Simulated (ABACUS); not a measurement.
# Si (Fd-3m) in ABACUS: settings compared

Aim: see how the results for Si move with the level of theory and the settings. Levels: PW91, revTPSS. Tasks: single point.

Program: ABACUS 3.10.1. These are calculated values, not measurements. Logs are shortened: lines on timing, memory, paths and dates and some standing lists are left out, and cuts for length are marked.

## Step 1: The structure

It takes space group Fd-3m (No. 227, cubic). Conventional cell: a = 5.444 Å, b = 5.444 Å, c = 5.444 Å, α = 90.00°, β = 90.00°, γ = 90.00°. Si (site symmetry -43m) has 4 Si at 2.36 Å as nearest neighbours.

## Step 2: Single point, PW91

INPUT reads:

```
INPUT_PARAMETERS
suffix              Si
calculation         scf
basis_type          pw
pseudo_dir          ./
symmetry            1
dft_functional      GGA_X_PW91+GGA_C_PW91
ecutwfc             36
pseudo_rcut         10
nspin               1
nbands              14
ks_solver           dav
smearing_method     fd
smearing_sigma      0.00367493
scf_thr             1e-08
scf_nmax            100
mixing_type         broyden
mixing_beta         0.7
cal_force           1
cal_stress          1
out_chg             1
out_pot             2
out_elf             1
```

STRU reads:

```
ATOMIC_SPECIES
Si 28.0850 Si.upf

LATTICE_CONSTANT
1.8897261246

LATTICE_VECTORS
0.0000000000 2.7218511865 2.7218511865
2.7218511865 0.0000000000 2.7218511865
2.7218511865 2.7218511865 0.0000000000

ATOMIC_POSITIONS
Direct

Si
0.0
2
0.5000000000 0.5000000000 0.5000000000 1 1 1
0.7500000000 0.7500000000 0.7500000000 1 1 1
```

KPT reads:

```
K_POINTS
0
Gamma
6 6 6 0 0 0
```

Potentials or basis: Ansatz NC PBE, plane waves.

Command:

```sh
$ OMP_NUM_THREADS=1 mpirun -np 4 abacus > log
```

running log:

```text
[... set-up lines left out ...]
 PW ALGORITHM --------------- ION=   1  ELEC=   1--------------------------------
 Notice: Threshold on eigenvalues was too large.
 hsover_error=0.08 > DRHO=0.0588713
 Origin diag ethr = 0.01
 New diag ethr = 0.000735892

 Density error is 0.0587303935654
                          Error Threshold = 0.000735891529862
----------------------------------------------------------
     Energy           Rydberg                 eV
----------------------------------------------------------
 E_KohnSham     -16.9443347619       -230.5395015815
 E_Harris       -16.7272648053       -227.5861133072
 E_Fermi        0.4479172505         6.0942268391
----------------------------------------------------------

 PW ALGORITHM --------------- ION=   1  ELEC=   2--------------------------------

 Density error is 0.0048077342543
                          Error Threshold = 0.000734129919568
----------------------------------------------------------
     Energy           Rydberg                 eV
----------------------------------------------------------
 E_KohnSham     -16.9452738521       -230.5522785595
 E_Harris       -16.8805156371       -229.6711978429
 E_Fermi        0.4673908866         6.3591792507
----------------------------------------------------------

 PW ALGORITHM --------------- ION=   1  ELEC=   3--------------------------------

 Density error is 3.45353739201e-05
                          Error Threshold = 6.00966781787e-05
----------------------------------------------------------
     Energy           Rydberg                 eV
----------------------------------------------------------
 E_KohnSham     -16.9455522315       -230.5560661052
 E_Harris       -16.9449207098       -230.5474738117
 E_Fermi        0.4757724795         6.4732166727
----------------------------------------------------------

 PW ALGORITHM --------------- ION=   1  ELEC=   4--------------------------------

 Density error is 4.63485205835e-07
                          Error Threshold = 4.31692174001e-07
----------------------------------------------------------
     Energy           Rydberg                 eV
----------------------------------------------------------
 E_KohnSham     -16.9455592828       -230.5561620427
 E_Harris       -16.9449101018       -230.5473294816
 E_Fermi        0.4761093709         6.4778003150
----------------------------------------------------------

 PW ALGORITHM --------------- ION=   1  ELEC=   5--------------------------------

 Density error is 2.65519847953e-08
                          Error Threshold = 5.79356507294e-09
----------------------------------------------------------
     Energy           Rydberg                 eV
----------------------------------------------------------
 E_KohnSham     -16.9455594202       -230.5561639123
 E_Harris       -16.9455612720       -230.5561891067
 E_Fermi        0.4762321025         6.4794701641
----------------------------------------------------------

 PW ALGORITHM --------------- ION=   1  ELEC=   6--------------------------------

 Density error is 7.60667776715e-11
                          Error Threshold = 3.31899809941e-10
----------------------------------------------------------
     Energy           Rydberg                 eV
----------------------------------------------------------
 E_KohnSham     -16.9455594265       -230.5561639983
 E_KS(sigma->0) -16.9455583383       -230.5561491918
 E_Harris       -16.9455546522       -230.5560990405
 E_band         0.6517938854         8.8681107636
 E_one_elec     4.9059988360         66.7495385503
 E_Hartree      1.1090289238         15.0891126100
 E_xc           -6.2039259486        -84.4087428717
 E_Ewald        -16.7566590611       -227.9860426740
 E_entropy(-TS) -0.0000021765        -0.0000296129
 E_descf        0.0000000000         0.0000000000
 E_exx          0.0000000000         0.0000000000
 E_Fermi        0.4762470379         6.4796733705
----------------------------------------------------------

 charge density convergence is achieved
 final etot is -230.556164 eV
 EFERMI = 6.4796733705 eV
The vacuum level is 8.1498804298 eV

 STATE ENERGY(eV) AND OCCUPATIONS    NSPIN == 1
 1/16 kpoint (Cartesian) = 0.0000 0.0000 0.0000 (242 pws)
       1       -5.76365     0.00925926
       2        6.14643     0.00924747
       3        6.14643     0.00924747
       4        6.14643     0.00924747
       5        8.72079    3.16560e-22
       6        8.72079    3.16560e-22
       7        8.72079    3.16560e-22
       8        9.41645    2.87095e-28
       9        13.8916    3.86824e-67
      10        13.8916    3.86824e-67
      11        14.0502    1.62043e-68
      12        17.3731        0.00000
      13        17.3731        0.00000
      14        17.3731        0.00000

 2/16 kpoint (Cartesian) = 0.030616 0.030616 0.030616 (245 pws)
       1       -5.40480      0.0740741
       2        3.77250      0.0740741
       3        5.70082      0.0740741
       4        5.70082      0.0740741
       5        8.47676    3.33563e-19
       6        9.36288    6.70609e-27
       7        9.36288    6.70609e-27
       8        11.5279    1.05070e-45
       9        13.2548    1.05179e-60
      10        13.2548    1.05179e-60
      11        15.1851    1.79872e-77
      12        16.7711        0.00000
      13        19.2424        0.00000
      14        19.2424        0.00000

 3/16 kpoint (Cartesian) = 0.061233 0.061233 0.061233 (250 pws)
       1       -4.39646      0.0740741
       2       0.835438      0.0740741
       3        5.15420      0.0740741
       4        5.15420      0.0740741
       5        7.88302    4.79056e-14
       6        9.66634    1.55119e-29
       7        9.66634    1.55119e-29
       8        13.9774    5.56066e-67
       9        14.1374    2.26858e-68
      10        14.1374    2.26858e-68
      11        15.2008    1.31595e-77
      12        19.6828        0.00000
      13        20.7056        0.00000
      14        20.7056        0.00000

 4/16 kpoint (Cartesian) = 0.091849 0.091849 0.091849 (248 pws)
       1       -3.45125      0.0370370
       2      -0.787166      0.0370370
       3        4.95678      0.0370370
       4        4.95678      0.0370370
       5        7.65663    2.21655e-12
       6        9.50490    1.95830e-28
       7        9.50490    1.95830e-28
       8        13.8571    3.08620e-66
       9        16.6898        0.00000
      10        16.6898        0.00000
      11        17.4199        0.00000
      12        17.4533        0.00000
      13        17.4533        0.00000
      14        19.0543        0.00000

 5/16 kpoint (Cartesian) = 0.0000 0.0000 0.061233 (249 pws)
       1       -5.28264      0.0555556
       2        4.10093      0.0555556
       3        4.96638      0.0555556
       4        4.96638      0.0555556
       5        7.86262    5.40262e-14
       6        10.4185    3.40888e-36
       7        10.4855    8.92283e-37
       8        10.4855    8.92283e-37
       9        12.7255    3.11916e-56
      10        14.4256    5.34171e-71
      11        15.8475    2.38263e-83
      12        18.2023        0.00000
      13        18.2023        0.00000
      14        18.7784        0.00000

 6/16 kpoint (Cartesian) = 0.030616 0.030616 0.091849 (251 pws)
       1       -4.47285       0.222222
       2        1.72164       0.222222
       3        4.16707       0.222222
       4        4.41677       0.222222
       5        8.11889    1.28448e-15
       6        10.1997    1.08472e-33
       7        10.6668    9.49531e-38
       8        11.2177    1.55741e-42
       9        15.2163    2.89347e-77
      10        15.2216    2.59999e-77
      11        16.5359        0.00000
      12        18.9767        0.00000
      13        19.8423        0.00000
      14        21.3750        0.00000

[... levels at 10 further k points ...]

------------------------------------------------------------------------------------------
 TOTAL-FORCE (eV/Angstrom)
------------------------------------------------------------------------------------------
                       Si1         0.0000000000         0.0000000000         0.0000000000
                       Si2         0.0000000000         0.0000000000         0.0000000000
------------------------------------------------------------------------------------------

----------------------------------------------------------------
 TOTAL-STRESS (KBAR)
----------------------------------------------------------------
        15.6931570555        -0.0000000000        -0.0000000000
         0.0000000000        15.6931570555        -0.0000000000
         0.0000000000        -0.0000000000        15.6931570555
----------------------------------------------------------------
 TOTAL-PRESSURE: 15.693157 KBAR

 --------------------------------------------
 !FINAL_ETOT_IS -230.5561639982624627 eV
 --------------------------------------------
```

Wall time 1.4 s (4 MPI ranks of Intel Xeon Platinum 8488C (Sapphire Rapids), shared host); peak memory 0.2 GiB.

What came out:

- Free energy: -230.5562 eV
- Pressure: 1.6 GPa
- Band gap on the k mesh: 0.73 eV, indirect (least direct gap 2.57 eV)

Caveat: the potentials were made for another functional, which shifts forces and pressure.

## Step 3: Single point, revTPSS

Edit INPUT of step 2 so:

```diff
@@ -6,4 +6,4 @@
 symmetry            1
-dft_functional      GGA_X_PW91+GGA_C_PW91
-ecutwfc             36
+dft_functional      MGGA_X_REVTPSS+MGGA_C_REVTPSS
+ecutwfc             69
 pseudo_rcut         10
@@ -20,4 +20,4 @@
 cal_stress          1
+mixing_tau          1
 out_chg             1
-out_pot             2
-out_elf             1
+kpar                4
```

Edit STRU of step 2 so:

```diff
@@ -1,3 +1,3 @@
 ATOMIC_SPECIES
-Si 28.0850 Si.upf
+Si 28.0850 Si_ONCV_PBE-1.2.upf
```

KPT reads:

```
K_POINTS
0
Gamma
5 5 5 0 0 0
```

Potentials or basis: SG15 ONCV 1.2 PBE, plane waves.

Command:

```sh
$ OMP_NUM_THREADS=1 mpirun -np 4 abacus > log
```

running log:

```text
ABACUS v3.10.1

               Atomic-orbital Based Ab-initio Computation at UStc

 ------------------------------------------------------------------------------------

 READING GENERAL INFORMATION
                           global_out_dir = OUT.Si/
                           global_in_card = INPUT
                               pseudo_dir = ./
                              orbital_dir =
                                    DSIZE = 4
                                    GSIZE = 1

 READING UNITCELL INFORMATION
                                    ntype = 1
                  lattice constant (Bohr) = 1.88973
              lattice constant (Angstrom) = 1

 READING ATOM TYPE 1
                               atom label = Si
                      L=0, number of zeta = 1
                      L=1, number of zeta = 1
                      L=2, number of zeta = 1
             number of atom for this type = 2

                        TOTAL ATOM NUMBER = 2
DIRECT COORDINATES
    atom                   x                   y                   z     mag                  vx                  vy                  vz
taud_Si1            0.5000000000        0.5000000000        0.5000000000  0.0000        0.0000000000        0.0000000000        0.0000000000
taud_Si2            0.7500000000        0.7500000000        0.7500000000  0.0000        0.0000000000        0.0000000000        0.0000000000

                          Volume (Bohr^3) = 272.157
                             Volume (A^3) = 40.3295

 Lattice vectors: (Cartesian coordinate: in unit of a_0)
                   +0            +2.72185            +2.72185
             +2.72185                  +0            +2.72185
             +2.72185            +2.72185                  +0
 Reciprocal vectors: (Cartesian coordinate: in unit of 2 pi/a_0)
            -0.183699           +0.183699           +0.183699
            +0.183699           -0.183699           +0.183699
            +0.183699           +0.183699           -0.183699
 The esolver type has been set to : ksdft_pw

                PAO radial cut off (Bohr) = 10

 Read in pseudopotential file is Si_ONCV_PBE-1.2.upf
                     pseudopotential type = NC
          exchange-correlation functional = PBE
                 nonlocal core correction = 0
                        valence electrons = 4
                                     lmax = 1
                           number of zeta = 0
                     number of projectors = 4
                           L of projector = 0
                           L of projector = 0
                           L of projector = 1
                           L of projector = 1
 XC functional updated to : MGGA_X_REVTPSS+MGGA_C_REVTPSS
          exchange-correlation functional = MGGA_X_REVTPSS+MGGA_C_REVTPSS
     initial pseudo atomic orbital number = 0

 SETUP THE ELECTRONS NUMBER
            electron number of element Si = 4
      total electron number of element Si = 8
            AUTOSET number of electrons:  = 8
                           occupied bands = 4
                                   NBANDS = 14
                                   NLOCAL = 18

 SETUP THE PLANE WAVE BASIS
 energy cutoff for charge/potential (unit:Ry) = 276
            fft grid for charge/potential = [ 40, 40, 40 ]
                        fft grid division = [ 1, 1, 1 ]
        big fft grid for charge/potential = [ 40, 40, 40 ]
                                     nbxx = 64000
                                     nrxx = 64000

 SETUP PLANE WAVES FOR CHARGE/POTENTIAL
                    number of plane waves = 20995
                         number of sticks = 1015

 PARALLEL PW FOR CHARGE/POTENTIAL
     PROC   COLUMNS(POT)             PW
        1           1015          20995
 --------------- sum -------------------
[... 70 lines left out ...]
       3  0.40000000  0.40000000  0.40000000  0.0640       2
       4  0.20000000  0.20000000  0.00000000  0.0480       6
       5  0.40000000  0.40000000  0.20000000  0.1920       7
       6 -0.40000000  0.40000000  0.40000000  0.1920       8
       7  0.40000000  0.20000000  0.20000000  0.0960       9
       8  0.40000000  0.40000000  0.00000000  0.0480      12
       9 -0.20000000  0.40000000  0.40000000  0.0960      13
      10 -0.40000000  0.40000000  0.20000000  0.1920      38

                               nkstot now = 10
[... K-POINTS DIRECT COORDINATES: 10 rows ...]

           k-point number in this process = 3
       minimum distributed K point number = 2
[... stars of the k points ...]

[... K-POINTS CARTESIAN COORDINATES: 3 rows ...]

[... K-POINTS DIRECT COORDINATES: 3 rows ...]

 SETUP PLANE WAVES FOR WAVE FUNCTIONS
     energy cutoff for wavefunc (unit:Ry) = 69
              fft grid for wave functions = [ 40, 40, 40 ]
                    number of plane waves = 3119
                         number of sticks = 283

 PARALLEL PW FOR WAVE FUNCTIONS
     PROC   COLUMNS(POT)             PW
        1            283           3119
 --------------- sum -------------------
        1            283           3119

 SETUP NONLOCAL PSEUDOPOTENTIALS IN PLANE WAVE BASIS
 Si non-local projectors:
 projector 1 L=0
 projector 2 L=0
 projector 3 L=1
 projector 4 L=1
      TOTAL NUMBER OF NONLOCAL PROJECTORS = 16

 Init Non-Local PseudoPotential table :
 Init Non-Local-Pseudopotential done.

                                     npwx = 2685

 -------------------------------------------
 SELF-CONSISTENT
 -------------------------------------------
                                 init_chg = atomic

 PW ALGORITHM --------------- ION=   1  ELEC=   1--------------------------------
 Notice: Threshold on eigenvalues was too large.
 hsover_error=0.08 > DRHO=0.0476234
 Origin diag ethr = 0.01
 New diag ethr = 0.000595293

 Density error is 0.0478367624472
                          Error Threshold = 0.000595292880674
----------------------------------------------------------
     Energy           Rydberg                 eV
----------------------------------------------------------
 E_KohnSham     -15.7126157124       -213.7811041727
 E_Harris       -15.4052233329       -209.5988162903
 E_Fermi        0.4693489291         6.3858197854
----------------------------------------------------------
[... 51 lines left out ...]
 Density error is 2.78656073725e-10
                          Error Threshold = 3.18160421286e-10
----------------------------------------------------------
     Energy           Rydberg                 eV
----------------------------------------------------------
 E_KohnSham     -15.7216963336       -213.9046523627
 E_KS(sigma->0) -15.7216926140       -213.9046017548
 E_Harris       -15.7216808607       -213.9044418429
 E_band         0.6387985472         8.6913001160
 E_one_elec     4.6961999352         63.8950780656
 E_Hartree      1.1083890466         15.0804066343
 E_xc           -4.7696188558        -64.8939937277
 E_Ewald        -16.7566590203       -227.9860421189
 E_entropy(-TS) -0.0000074392        -0.0001012159
 E_descf        0.0000000000         0.0000000000
 E_exx          0.0000000000         0.0000000000
 E_Fermi        0.4747622402         6.4594716623
----------------------------------------------------------

 charge density convergence is achieved
 final etot is -213.90465236 eV
 EFERMI = 6.4594716623 eV

 STATE ENERGY(eV) AND OCCUPATIONS    NSPIN == 1
 1/3 kpoint (Cartesian) = 0.0000 0.0000 0.0000 (2685 pws)
       1       -5.92916      0.0160000
       2        6.16812      0.0159530
       3        6.16812      0.0159530
       4        6.16812      0.0159530
       5        8.95172    3.60353e-24
       6        8.95172    3.60353e-24
       7        8.95172    3.60353e-24
       8        9.81580    1.12564e-31
       9        13.8763    6.06312e-67
      10        14.1693    1.72683e-69
      11        14.1693    1.72683e-69
      12        17.5719        0.00000
      13        17.5719        0.00000
      14        17.5719        0.00000
[... 19 lines left out ...]
       2      -0.148616       0.128000
       3        5.06207       0.128000
       4        5.06207       0.128000
       5        7.91569    2.87494e-14
       6        9.77818    1.91089e-30
       7        9.77818    1.91089e-30
       8        13.9171    2.14324e-66
       9        15.3886    3.54292e-79
      10        15.3886    3.54292e-79
      11        16.3384    1.99422e-87
      12        19.6933        0.00000
      13        19.6933        0.00000
      14        20.3844        0.00000

------------------------------------------------------------------------------------------
 TOTAL-FORCE (eV/Angstrom)
------------------------------------------------------------------------------------------
                       Si1         0.0000000000         0.0000000000         0.0000000000
                       Si2         0.0000000000         0.0000000000         0.0000000000
------------------------------------------------------------------------------------------

----------------------------------------------------------------
 TOTAL-STRESS (KBAR)
----------------------------------------------------------------
        12.6473247709        -0.0000000000        -0.0000000000
         0.0000000000        12.6473247709        -0.0000000000
         0.0000000000        -0.0000000000        12.6473247709
----------------------------------------------------------------
 TOTAL-PRESSURE: 12.647325 KBAR

 --------------------------------------------
 !FINAL_ETOT_IS -213.9046523627000624 eV
 --------------------------------------------
```

Run time: 5.7 s. Hardware: 4 MPI ranks of Intel Xeon 6975P-C (Granite Rapids), shared host; peak memory 0.28 GiB.

What came out:

```yaml
Free_energy: -213.9047 eV
Pressure: 1.3 GPa
Band_gap_on_the_k_mesh: 0.62 eV, indirect (least direct gap 2.78 eV)
```

Caveat: the potentials were made for another functional, which shifts forces and pressure; an odd mesh through Γ misses points on the zone boundary, where band edges often lie.
